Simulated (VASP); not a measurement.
Input of a VASP 6.6.1 run:

File INCAR:

```
SYSTEM = SiC
ALGO = Normal
EDIFF = 1E-7
EDIFFG = -0.005
ENCUT = 600
GGA = PE
IBRION = 2
ISIF = 3
ISMEAR = 0
KPAR = 4
LASPH = .TRUE.
LCHARG = .FALSE.
LREAL = .FALSE.
LWAVE = .FALSE.
NELM = 80
NSW = 90
PREC = Accurate
SIGMA = 0.03
```

The input KPOINTS:

```
k-points
0
G
  12 12 2
  0 0 0
```

The input POSCAR:

```
SiC                                     
1.0
    3.0941104296      0.0000000000      0.0000000000
   -1.5470552148      2.6795782342      0.0000000000
    0.0000000000     -0.0000000000     15.1824247821
  Si              C             
     6     6
Direct
     0.0000000000000000    1.0000000000000000    0.1250433446834629
     1.0000000000000000    0.0000000000000000    0.6250433446834629
     0.3333333332999970    0.6666666667000030    0.2918075409441311
     0.6666666667000030    0.3333333332999970    0.7918075409441311
     0.3333333332999970    0.6666666667000030    0.9583136039422399
     0.6666666667000030    0.3333333332999970    0.4583136039422398
     1.0000000000000000    1.0000000000000000    0.9996918211560242
     0.0000000000000000    0.0000000000000000    0.4996918211560243
     0.3333333332999970    0.6666666667000030    0.1668300622368044
     0.6666666667000030    0.3333333332999970    0.6668300622368044
     0.3333333332999970    0.6666666667000030    0.8333136270373376
     0.6666666667000030    0.3333333332999970    0.3333136270373375
```

Potentials or basis: VASP PAW PBE potentials, release 64 (Si, C).

Run with:

```console
$ cat potpaw_PBE.64/Si/POTCAR potpaw_PBE.64/C/POTCAR > POTCAR
$ mpirun -np 4 vasp_std > vasp.out
```

**Question.** Predict the band gap on the k mesh.

**Answer.** 2.03 eV, indirect (least direct gap 3.13 eV).

Forces on the atoms (eV/Å):
```
Si   0.000  0.000  0.000
Si   0.000  0.000  0.000
Si   0.000  0.000  0.004
Si   0.000  0.000  0.004
Si   0.000  0.000 -0.003
Si   0.000  0.000 -0.003
C    0.000  0.000  0.000
C    0.000  0.000  0.000
C    0.000  0.000 -0.001
C    0.000  0.000 -0.001
C    0.000  0.000  0.000
C    0.000  0.000  0.000
```

Caveat: the relaxation stopped at its first step, so nothing moved. PBE gaps usually lie below the measured ones, often by a third to a half.
